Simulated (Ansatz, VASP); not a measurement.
Ta: VASP beside Ansatz

```
CELL_PARAMETERS angstrom
-1.64142 1.64142 1.64142
1.64142 -1.64142 1.64142
1.64142 1.64142 -1.64142
ATOMIC_POSITIONS crystal
Ta 0.00000 0.00000 0.00000
```

Alike in both runs: functional PBEsol; k mesh 32 × 32 × 32; occupations gaussian, width 0.3 eV; no spin polarisation.

Ansatz relaxed the structure, and its values are those at the end. VASP's run is a single point on that final structure, the one shown.

|  | VASP | Ansatz |
| --- | --- | --- |
| version | VASP 6.6.1 | Ansatz 0.2.0 |
| potentials or method | VASP PAW PBE potentials, release 64 (Ta_pv) | scalar-relativistic, plane waves, PAW |
| plane-wave cutoff (eV) | 520 | 420 |
| valence electrons in the cell | 11 | 13 |

```csv
,VASP,Ansatz,Ansatz less VASP
gap on the k mesh at the Fermi level (eV),none,none,-
pressure (GPa),0.2,0.0,-0.22
```

A gap of «none» marks a metal or a gap that the smearing closes. The two sets of potentials don't hold the same shells in valence.

Caveats: the PAW data sets were made with another functional, which shifts forces and pressure a little (VASP). The runs have no spin-orbit coupling, so splittings on Ta are missing.
